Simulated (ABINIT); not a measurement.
# NaCl (Fm-3m): G0W0 with ABINIT, start to end, part 2 of 3

How does a plane-wave GW calculation on NaCl (Fm-3m) run from the first input to the gap?

ABINIT 10.8.3; PBE and many-body steps on it, plane waves. Known limits of the many-body steps: not at the basis limit; coarse k mesh.

So far. Step 2 (Ground state): The gap is direct, at Γ.

The database entry behind the starting cell differs from later determinations by our own check (an axis about 0.4 % short against later determinations), so it need not match the best structure at ambient conditions.

### 3. Bands along the symmetry lines

Level of this step: DFT, PBE, plane waves, norm-conserving pseudopotentials (ABINIT).

The cheap functional maps the bands first; the places of the edges decide which points the dearer methods must see.

run.abi reads:

```
acell 3*1.0 Angstrom
rprim 
  0.000000000000 2.810000000000 2.810000000000
  2.810000000000 0.000000000000 2.810000000000
  2.810000000000 2.810000000000 0.000000000000
ntypat 2
znucl 11 17
natom 2
typat 1 2
xred 
  0.000000000000 0.000000000000 0.000000000000
  0.500000000000 0.500000000000 0.500000000000
pp_dirpath "pseudos"
pseudos "Na.upf, Cl.upf"
ecut 38
iscf -2
irdden 1
kptopt 0
nkpt 50
kpt 
  0.00000000 0.00000000 0.00000000
  0.06250000 0.00000000 0.06250000
  0.12500000 0.00000000 0.12500000
  0.18750000 0.00000000 0.18750000
  0.25000000 0.00000000 0.25000000
  0.31250000 0.00000000 0.31250000
  0.37500000 0.00000000 0.37500000
  0.43750000 0.00000000 0.43750000
  0.50000000 0.00000000 0.50000000
  0.51562500 0.03125000 0.51562500
  0.53125000 0.06250000 0.53125000
  0.54687500 0.09375000 0.54687500
  0.56250000 0.12500000 0.56250000
  0.57812500 0.15625000 0.57812500
  0.59375000 0.18750000 0.59375000
  0.60937500 0.21875000 0.60937500
  0.62500000 0.25000000 0.62500000
  0.37500000 0.37500000 0.75000000
  0.32812500 0.32812500 0.65625000
  0.28125000 0.28125000 0.56250000
  0.23437500 0.23437500 0.46875000
  0.18750000 0.18750000 0.37500000
  0.14062500 0.14062500 0.28125000
  0.09375000 0.09375000 0.18750000
  0.04687500 0.04687500 0.09375000
  0.00000000 0.00000000 0.00000000
  0.06250000 0.06250000 0.06250000
  0.12500000 0.12500000 0.12500000
  0.18750000 0.18750000 0.18750000
  0.25000000 0.25000000 0.25000000
  0.31250000 0.31250000 0.31250000
  0.37500000 0.37500000 0.37500000
  0.43750000 0.43750000 0.43750000
  0.50000000 0.50000000 0.50000000
  0.50000000 0.46875000 0.53125000
  0.50000000 0.43750000 0.56250000
  0.50000000 0.40625000 0.59375000
  0.50000000 0.37500000 0.62500000
  0.50000000 0.34375000 0.65625000
  0.50000000 0.31250000 0.68750000
  0.50000000 0.28125000 0.71875000
  0.50000000 0.25000000 0.75000000
  0.50000000 0.21875000 0.71875000
  0.50000000 0.18750000 0.68750000
  0.50000000 0.15625000 0.65625000
  0.50000000 0.12500000 0.62500000
  0.50000000 0.09375000 0.59375000
  0.50000000 0.06250000 0.56250000
  0.50000000 0.03125000 0.53125000
  0.50000000 0.00000000 0.50000000
istwfk *1
nband 15
nbdbuf 2
tolwfr 1e-08
nstep 40
prtwf 0
prtvol 0
indata_prefix "in"
outdata_prefix "out"
tmpdata_prefix "tmp"
```

Launch:

```sh
> OMP_NUM_THREADS=1 mpirun -n 8 abinit run.abi > log
```

Numbers of over 12 decimals in the logs are rounded to 6 here.

The program printed:

```text
.Version 10.8.3 of ABINIT. v10.8.2 released Aug 2026.

 Symmetries : space group Fm -3 m (#225); Bravais cF (face-center cubic)
[... echo of the input left out ...]
== DATASET  1 ==================================================================
-   mpi_nproc: 8, omp_nthreads: 1 (-1 if OMP is not activated)

--- !DatasetInfo
iteration_state: {dtset: 1, }
dimensions: {natom: 2, nkpt: 50, mband: 15, nsppol: 1, nspinor: 1, nspden: 1, mpw: 3383, }
cutoff_energies: {ecut:  38.0, pawecutdg:  -1.0, }
electrons: {nelect:   1.60000000E+01, charge:   0.00000000E+00, occopt:   1.00000000E+00, tsmear:   1.00000000E-02, }

 Real(R)+Recip(G) space primitive vectors, cartesian coordinates (Bohr,Bohr^-1):
 R(1)=  0.0000000  5.3101304  5.3101304  G(1)= -0.0941596  0.0941596  0.0941596
 R(2)=  5.3101304  0.0000000  5.3101304  G(2)=  0.0941596 -0.0941596  0.0941596
 R(3)=  5.3101304  5.3101304  0.0000000  G(3)=  0.0941596  0.0941596 -0.0941596
 Unit cell volume ucvol=  2.9946465E+02 bohr^3
 Angles (23,13,12)=  6.00000000E+01  6.00000000E+01  6.00000000E+01 degrees

 getcut: wavevector=  0.0000  0.0000  0.0000  ngfft=  45  45  45
         ecut(hartree)=     38.000   => boxcut(ratio)=   2.11142

--- Pseudopotential description ------------------------------------------------
- Na Generated using ONCVPSP code by D. R. Hamann
- 11.00000   9.00000  171031                  znucl, zion, pspdat
12 -101130 1 -1 1992                          pspcod,pspxc,lmax,lloc,mmax
     nproj     2     2     0
  pspatm : epsatm=    9.36084378
         --- l  ekb(1:nproj) -->
             0    2.667291   -0.676599
             1   -6.743718   -2.407365
 pspatm: atomic psp has been read  and splines computed

- Cl Generated using ONCVPSP code by D. R. Hamann
- 17.00000   7.00000  171031                  znucl, zion, pspdat
12 -101130 2 -1 1028                          pspcod,pspxc,lmax,lloc,mmax
     nproj     2     2     2
  pspatm : epsatm=    9.12776517
         --- l  ekb(1:nproj) -->
             0    8.139296    0.698720
[...]
pspatm: atomic psp has been read  and splines computed

--------------------------------------------------------------------------------

================================================================================
 prteigrs : about to open file out_EIG
 Non-SCF case, kpt    1 (  0.00000  0.00000  0.00000), residuals and eigenvalues=
  2.58E-09  1.15E-09  3.77E-09  7.43E-09  2.51E-09  1.33E-09  6.31E-09  9.73E-09
  3.49E-09  2.08E-09  2.26E-09  7.12E-09  3.05E-09  6.99E-09  7.82E-09
 -1.8170E+00 -7.8519E-01 -7.8519E-01 -7.8519E-01 -4.8579E-01 -1.9794E-02
 -1.9794E-02 -1.9794E-02  1.6946E-01  3.8673E-01  3.8673E-01  3.8673E-01
[...]
Non-SCF case, kpt    2 (  0.06250  0.00000  0.06250), residuals and eigenvalues=
  3.04E-09  4.70E-09  1.48E-09  3.14E-09  3.80E-09  7.14E-09  3.57E-09  5.97E-09
[...]
8.37E-09  7.83E-09  2.01E-09  2.43E-09  5.74E-09  3.45E-09  1.93E-09  3.70E-09
  9.69E-09  1.43E-09  7.80E-09  7.66E-09  8.39E-09  2.32E-09  3.73E-06
[...]
Non-SCF case, kpt   49 (  0.50000  0.03125  0.53125), residuals and eigenvalues=
[...]
Non-SCF case, kpt   50 (  0.50000  0.00000  0.50000), residuals and eigenvalues=
[...]
-1.8170E+00 -7.8596E-01 -7.8550E-01 -7.8550E-01 -4.7135E-01 -8.1725E-02
 -4.2038E-02 -4.2038E-02  2.5761E-01  2.7614E-01  3.9902E-01  5.2701E-01
[...]
--- !ResultsGS
iteration_state: {dtset: 1, }
comment   : Summary of ground state results
lattice_vectors:
- [  0.0000000,   5.3101304,   5.3101304, ]
- [  5.3101304,   0.0000000,   5.3101304, ]
- [  5.3101304,   5.3101304,   0.0000000, ]
lattice_lengths: [   7.50966,    7.50966,    7.50966, ]
lattice_angles: [ 60.000,  60.000,  60.000, ] # degrees, (23, 13, 12)
lattice_volume:   2.9946465E+02
convergence: {deltae:  0.000E+00, res2:  0.000E+00, residm:  9.952E-09, diffor:  0.000E+00, }
etotal    :  -6.22461254E+01
entropy   :   0.00000000E+00
fermie    :  -1.97941144E-02
cartesian_stress_tensor: null
pressure_GPa: null
xred      :
- [  0.0000E+00,   0.0000E+00,   0.0000E+00, Na]
- [  5.0000E-01,   5.0000E-01,   5.0000E-01, Cl]
cartesian_forces: null
force_length_stats: {min: null, max: null, mean: null, }

 Integrated electronic density in atomic spheres:
 ------------------------------------------------
 Atom  Sphere_radius  Integrated_density
[...]
================================================================================

 ----iterations are completed or convergence reached----

 Mean square residual over all n,k,spin=   45.837E-10; max=  99.517E-10
 reduced coordinates (array xred) for    2 atoms
       0.000000000000      0.000000000000      0.000000000000
       0.500000000000      0.500000000000      0.500000000000

 cartesian coordinates (angstrom) at end:
    1      0.000000     0.000000     0.000000
    2      2.810000     2.810000     2.810000
 length scales=  1.889726125908  1.889726125908  1.889726125908 bohr
              =  1.000000000000  1.000000000000  1.000000000000 angstroms
 prteigrs : about to open file out_EIG
 Eigenvalues (hartree) for nkpt=  50  k points:
 kpt#   1, nband= 15, wtk=  1.00000, kpt=  0.0000  0.0000  0.0000 (reduced coord)
[...]
kpt#   2, nband= 15, wtk=  1.00000, kpt=  0.0625  0.0000  0.0625 (reduced coord)
[...]
kpt#   3, nband= 15, wtk=  1.00000, kpt=  0.1250  0.0000  0.1250 (reduced coord)
[...]
kpt#  49, nband= 15, wtk=  1.00000, kpt=  0.5000  0.0313  0.5313 (reduced coord)
  -1.81699   -0.78595   -0.78551   -0.78551   -0.47133   -0.08141   -0.04252   -0.04227
   0.25891    0.27732    0.39778    0.51051    0.52752    0.54647    0.59143
 kpt#  50, nband= 15, wtk=  1.00000, kpt=  0.5000  0.0000  0.5000 (reduced coord)
  -1.81699   -0.78596   -0.78550   -0.78550   -0.47135   -0.08172   -0.04204   -0.04204
   0.25761    0.27614    0.39902    0.52701    0.52701    0.53315    0.59152

== END DATASET(S) ==============================================================
================================================================================

 -outvars: echo values of variables after computation  --------
            nband          15
             nkpt          50
          spgroup         225
 [... the other variables as echoed above ...]

 Calculation completed.
```

Wall time 5.1 s (8 MPI ranks of AMD EPYC 9R45, shared host); peak memory 0.59 GiB; 39 s of CPU time.

This step gave:

- gap: 5.150 eV
- k of the valence top: 0, 0, 0
- k of the conduction bottom: 0, 0, 0
- least direct gap: 5.150 eV

The gap is 5.150 eV, as in the run before at this level.

The electronic bands at the labelled points (eV, zero at the top of the highest filled band; v1 is the highest filled band, c1 the lowest empty one):

```
    point      v4     v3     v2     v1    c1     c2     c3     c4
        Γ  -12.68   0.00   0.00   0.00  5.15  11.06  11.06  11.06
  halfway  -12.47  -1.08  -0.32  -0.32  7.13   9.10  10.83  12.41
        X  -12.29  -1.69  -0.61  -0.61  7.55   8.05  11.40  14.88
  halfway  -12.28  -1.62  -0.77  -0.58  7.79   8.33  11.15  13.72
        U  -12.28  -1.43  -1.13  -0.50  8.24   9.04  10.59  12.74
jump to K  -12.28  -1.43  -1.13  -0.50  8.24   9.04  10.59  12.74
  halfway  -12.45  -1.24  -0.48  -0.16  7.32   9.68  10.76  11.84
        Γ  -12.68   0.00   0.00   0.00  5.15  11.06  11.06  11.06
  halfway  -12.51  -1.11  -0.14  -0.14  6.62  10.01  11.34  11.34
        L  -12.34  -1.95  -0.27  -0.27  7.28  10.72  10.92  10.92
  halfway  -12.30  -1.67  -0.77  -0.42  8.34   9.55  10.28  11.69
        W  -12.27  -1.20  -1.20  -0.76  8.84   9.71   9.71  11.37
  halfway  -12.28  -1.55  -0.80  -0.69  8.07   8.54  10.89  12.75
        X  -12.29  -1.69  -0.61  -0.61  7.55   8.05  11.40  14.88
```

The electronic bands as a text plot (rows in eV, shown from -8.0 to 11.1 only):

```
   10.8 |++   +++++    ++++     +    ++++++    +++++++       ++
   10.0 |  +++             ++++++++++      +++++    +++++++++
    9.2 |     ++         +++                          +++++++
    8.4 |       ++++++++++++++++                      +     +++++
    7.6 |       +++++++++       +              +++++++        +++
    6.8 |    +++                 ++         +++
    6.0 |  ++                      ++    +++
    5.2 |++                          ++++
    4.4 |
    3.6 |
    2.8 |
    2.0 |
    1.2 |
    0.4 |*                           ****
   -0.4 | ****************************  *************************
   -1.2 |     *****     ***********         ***        ********
   -2.0 |          *****                       ********        **
   -2.8 |
   -3.6 |
   -4.4 |
   -5.2 |
   -6.0 |
   -6.8 |
   -7.6 |
         Γ           X  U|K            Γ         L        W     X
```

### 4. Empty states on the mesh, 4×4×4 mesh, 88 bands

The sums over transitions need many empty states on a uniform mesh; this step solves for them.

run.abi reads:

```
acell 3*1.0 Angstrom
rprim 
  0.000000000000 2.810000000000 2.810000000000
  2.810000000000 0.000000000000 2.810000000000
  2.810000000000 2.810000000000 0.000000000000
ntypat 2
znucl 11 17
natom 2
typat 1 2
xred 
  0.000000000000 0.000000000000 0.000000000000
  0.500000000000 0.500000000000 0.500000000000
pp_dirpath "pseudos"
pseudos "Na.upf, Cl.upf"
ecut 38
ngkpt 4 4 4
nshiftk 1
shiftk 0 0 0
kptopt 1
chksymbreak 0
iscf -2
irdden 1
istwfk *1
nband 88
nbdbuf 8
tolwfr 1e-09
nstep 60
prtvol 0
indata_prefix "in"
outdata_prefix "out"
tmpdata_prefix "tmp"
```

The program printed:

```text
.Version 10.8.3 of ABINIT. v10.8.2 released Aug 2026.

 Symmetries : space group Fm -3 m (#225); Bravais cF (face-center cubic)
[... echo of the input left out ...]
== DATASET  1 ==================================================================
-   mpi_nproc: 8, omp_nthreads: 1 (-1 if OMP is not activated)

--- !DatasetInfo
iteration_state: {dtset: 1, }
dimensions: {natom: 2, nkpt: 8, mband: 88, nsppol: 1, nspinor: 1, nspden: 1, mpw: 3383, }
cutoff_energies: {ecut:  38.0, pawecutdg:  -1.0, }
electrons: {nelect:   1.60000000E+01, charge:   0.00000000E+00, occopt:   1.00000000E+00, tsmear:   1.00000000E-02, }

 Real(R)+Recip(G) space primitive vectors, cartesian coordinates (Bohr,Bohr^-1):
 R(1)=  0.0000000  5.3101304  5.3101304  G(1)= -0.0941596  0.0941596  0.0941596
 R(2)=  5.3101304  0.0000000  5.3101304  G(2)=  0.0941596 -0.0941596  0.0941596
 R(3)=  5.3101304  5.3101304  0.0000000  G(3)=  0.0941596  0.0941596 -0.0941596
 Unit cell volume ucvol=  2.9946465E+02 bohr^3
 Angles (23,13,12)=  6.00000000E+01  6.00000000E+01  6.00000000E+01 degrees

 getcut: wavevector=  0.0000  0.0000  0.0000  ngfft=  45  45  45
         ecut(hartree)=     38.000   => boxcut(ratio)=   2.11142

--- Pseudopotential description ------------------------------------------------
- Na Generated using ONCVPSP code by D. R. Hamann
- 11.00000   9.00000  171031                  znucl, zion, pspdat
12 -101130 1 -1 1992                          pspcod,pspxc,lmax,lloc,mmax
     nproj     2     2     0
  pspatm : epsatm=    9.36084378
         --- l  ekb(1:nproj) -->
             0    2.667291   -0.676599
             1   -6.743718   -2.407365
 pspatm: atomic psp has been read  and splines computed

- Cl Generated using ONCVPSP code by D. R. Hamann
- 17.00000   7.00000  171031                  znucl, zion, pspdat
12 -101130 2 -1 1028                          pspcod,pspxc,lmax,lloc,mmax
     nproj     2     2     2
  pspatm : epsatm=    9.12776517
         --- l  ekb(1:nproj) -->
             0    8.139296    0.698720
[...]
pspatm: atomic psp has been read  and splines computed

--------------------------------------------------------------------------------

================================================================================
 prteigrs : about to open file out_EIG
 Non-SCF case, kpt    1 (  0.00000  0.00000  0.00000), residuals and eigenvalues=
  7.15E-10  8.43E-11  5.80E-11  6.45E-10  5.87E-10  2.33E-10  3.47E-10  5.27E-10
  2.91E-10  8.32E-11  1.52E-10  2.35E-10  1.44E-10  2.59E-10  1.00E-10  8.74E-11
  2.29E-10  4.53E-10  2.97E-10  2.08E-10  2.72E-10  8.03E-10  2.17E-10  2.85E-10
[...]
-1.8170E+00 -7.8519E-01 -7.8519E-01 -7.8519E-01 -4.8579E-01 -1.9794E-02
 -1.9794E-02 -1.9794E-02  1.6946E-01  3.8673E-01  3.8673E-01  3.8673E-01
  4.6359E-01  4.6359E-01  5.2942E-01  6.1328E-01  6.1328E-01  6.1328E-01
[...]
2.8043E+00  2.8868E+00  2.9084E+00  2.9084E+00  2.9084E+00  2.9187E+00
  2.9187E+00  2.9187E+00  3.0248E+00  3.0248E+00  3.0248E+00  3.0458E+00
  3.1090E+00  3.1090E+00  3.1826E+00  3.1859E+00
 prteigrs : prtvol=0 or 1, do not print more k-points.

--- !ResultsGS
iteration_state: {dtset: 1, }
comment   : Summary of ground state results
lattice_vectors:
- [  0.0000000,   5.3101304,   5.3101304, ]
- [  5.3101304,   0.0000000,   5.3101304, ]
- [  5.3101304,   5.3101304,   0.0000000, ]
lattice_lengths: [   7.50966,    7.50966,    7.50966, ]
lattice_angles: [ 60.000,  60.000,  60.000, ] # degrees, (23, 13, 12)
lattice_volume:   2.9946465E+02
convergence: {deltae:  0.000E+00, res2:  0.000E+00, residm:  9.945E-10, diffor:  0.000E+00, }
etotal    :  -6.22461254E+01
entropy   :   0.00000000E+00
fermie    :  -1.97941144E-02
cartesian_stress_tensor: null
pressure_GPa: null
xred      :
- [  0.0000E+00,   0.0000E+00,   0.0000E+00, Na]
- [  5.0000E-01,   5.0000E-01,   5.0000E-01, Cl]
cartesian_forces: null
force_length_stats: {min: null, max: null, mean: null, }

 Integrated electronic density in atomic spheres:
 ------------------------------------------------
 Atom  Sphere_radius  Integrated_density
[...]
================================================================================

 ----iterations are completed or convergence reached----

 Mean square residual over all n,k,spin=   38.426E-11; max=  99.454E-11
 reduced coordinates (array xred) for    2 atoms
       0.000000000000      0.000000000000      0.000000000000
       0.500000000000      0.500000000000      0.500000000000

 cartesian coordinates (angstrom) at end:
    1      0.000000     0.000000     0.000000
    2      2.810000     2.810000     2.810000
 length scales=  1.889726125908  1.889726125908  1.889726125908 bohr
              =  1.000000000000  1.000000000000  1.000000000000 angstroms
 prteigrs : about to open file out_EIG
 Eigenvalues (hartree) for nkpt=   8  k points:
 kpt#   1, nband= 88, wtk=  0.01563, kpt=  0.0000  0.0000  0.0000 (reduced coord)
[...]
2.80427    2.88683    2.90839    2.90839    2.90839    2.91871    2.91871    2.91871
   3.02479    3.02479    3.02479    3.04581    3.10904    3.10905    3.18257    3.18592
 prteigrs : prtvol=0 or 1, do not print more k-points.

== END DATASET(S) ==============================================================
================================================================================

 -outvars: echo values of variables after computation  --------
            nband          88
             nkpt           8
          spgroup         225
 [... the other variables as echoed above ...]

 Calculation completed.
```

Run time: 6.1 s. Hardware: 8 MPI ranks; peak memory 0.59 GiB; 47 s of CPU time.

This step gave:

- gap: 5.150 eV
- k of the valence top: 0, 0, 0
- k of the conduction bottom: 0, 0, 0
- least direct gap: 5.150 eV
- k points computed: 8
- lowest point of the top converged band, above the valence top: 76.1511 eV

On this mesh the gap is 5.150 eV.

### 5. Screening, 4×4×4 mesh, 80 bands, screening to 136.1 eV

The RPA dielectric matrix is built and inverted for each q.

This step: RPA screening on PBE, plane waves, norm-conserving pseudopotentials.

Changes to run.abi since step 4:

```diff
@@ -20,10 +20,11 @@
 chksymbreak 0
-iscf -2
-irdden 1
 istwfk *1
-nband 88
-nbdbuf 8
-tolwfr 1e-09
-nstep 60
-prtvol 0
+occopt 1
+irdwfk 1
+optdriver 3
+nband 80
+ecuteps 5
+inclvkb 2
+awtr 1
+symchi 1
 indata_prefix "in"
```

The program printed:

```text
.Version 10.8.3 of ABINIT. v10.8.2 released Aug 2026.

 Symmetries : space group Fm -3 m (#225); Bravais cF (face-center cubic)
[... echo of the input left out ...]
== DATASET  1 ==================================================================
-   mpi_nproc: 8, omp_nthreads: 1 (-1 if OMP is not activated)

--- !DatasetInfo
iteration_state: {dtset: 1, }
dimensions: {natom: 2, nkpt: 8, mband: 80, nsppol: 1, nspinor: 1, nspden: 1, mpw: 3383, }
cutoff_energies: {ecut:  38.0, pawecutdg:  -1.0, }
electrons: {nelect:   1.60000000E+01, charge:   0.00000000E+00, occopt:   1.00000000E+00, tsmear:   1.00000000E-02, }

 SCREENING: Calculation of the susceptibility and dielectric matrices

 Based on a program developped by R.W. Godby, V. Olevano, G. Onida, and L. Reining.
 Incorporated in ABINIT by V. Olevano, G.-M. Rignanese, and M. Torrent.
.Using double precision arithmetic ; gwpc =  8

[... cell and pseudopotentials left out ...]
--------------------------------------------------------------------------------

 ==== K-mesh for the wavefunctions ====
 Number of points in the irreducible wedge :     8
[... list of points left out ...]
 Together with 48 symmetry operations and time-reversal symmetry
 yields    64 points in the full Brillouin Zone.

 ==== Q-mesh for the screening function ====
 Number of points in the irreducible wedge :     8
[... list of points left out ...]
 Together with 48 symmetry operations and time-reversal symmetry
 yields    64 points in the full Brillouin Zone.

 setmesh: FFT mesh size selected  =    30x   30x   30
          total number of points  =        27000

 vcoul_init : cutoff-mode = AUXILIARY_FUNCTION
 q-points for optical limit:   1
     1)      0.000010    0.000020    0.000030

- screening: taking advantage of time-reversal symmetry
- Maximum band index for partially occupied states nbvw = 8
- Remaining bands to be divided among processors   nbcw = 72
- Number of bands treated by each node ~9

 Number of electrons calculated from density =   16.0000; Expected =   16.0000
 average of density, n =  0.053429
 r_s =    1.6471
 omega_plasma =   22.2968 [eV]

 calculating chi0 at frequencies [eV] :
  1    0.000000E+00    0.000000E+00
  2    0.000000E+00    2.229681E+01

--------------------------------------------------------------------------------
  q-point number  1        q = ( 0.000000, 0.000000, 0.000000) [r.l.u.]
--------------------------------------------------------------------------------
[... chi0 elements left out ...]
 For q-point:  0.000010 0.000020 0.000030
  dielectric constant =   2.3808
  dielectric constant without local fields =   2.7950

  Average fulfillment of the sum rule on Im[epsilon] for q-point    1 :     56.09  [%]
[... wings left out ...]
  q-point number  2        q = ( 0.250000, 0.000000, 0.000000) [r.l.u.]
--------------------------------------------------------------------------------
[... chi0 elements left out ...]
  Average fulfillment of the sum rule on Im[epsilon] for q-point    2 :     65.42  [%]

 [... 6 further q-points ...]
```

The job ended after 4.8 s (8 MPI ranks; peak memory 1.3 GiB; 36 s of CPU time).

This step gave:

| Property | Result |
| --- | --- |
| ε∞ with local fields, on this mesh, along the program's q direction | 2.381 |
| the same without local fields | 2.795 |
| plasma frequency | 22.30 eV |
| plane waves in the screening matrix | 169 |

Local fields lower ε∞ by 15 %. On a Γ-centred mesh this coarse the value itself is usually too large, while a short band sum pulls it down.

(Part 2 of 3 ends here.)

[Paths, hosts, dates, memory and timing lines, banners, echoed tables and standing remarks are left out of the program output.]

[Logs are printed without paths, hosts, clocks, repeated set-up lines and the standing remarks that a program may print on its own settings, such as how far it seeks lower states.]

[Runs of the session that timed out or met a known fault of the program may be left out.]

[Hosts, paths, dates, database ids (printed as entryN), source tags and the programs' standing remarks are cut or masked in the printed files.]

[G0W0 gaps are taken among the corrected bands and points alone; a level outside them can change the order at an edge.]

[Where Ansatz stands beside ABINIT at settings called matched, ABINIT's density can come from a denser mesh and the files from another edition; pairs whose starting gaps differed by over 0.03 eV were left out, so agreement reads better than it is.]
